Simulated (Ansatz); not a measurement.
**Bi (hcp): energy against volume**

All numbers below come from Ansatz 0.2.0, DFT, RPBE, plane waves (420 eV) with PAW, scalar-relativistic. The PAW files were generated under PBE, with cores re-solved for the functional.

The cell is scaled uniformly from the relaxed one, with fractional coordinates and shape fixed. Energies are extrapolated to zero smearing, pressures are those at the given smearing. Magnetic state: spin not included.

A Birch-Murnaghan fit gives V₀ = 32.56 Å³/atom, B₀ = 48 GPa, B₀′ = 4.6.

Problem. What are the energy above the minimum and the pressure at 28.620 Å³/atom?

Solution. 91.3 meV/atom and 8.39 GPa as computed.

Problem. What are the energy above the minimum and the pressure at 29.921 Å³/atom?

Solution. 37.7 meV/atom and 4.98 GPa as computed.

Problem. What are the energy above the minimum and the pressure at 36.425 Å³/atom?

Solution. 56.4 meV/atom and -4.14 GPa as computed.
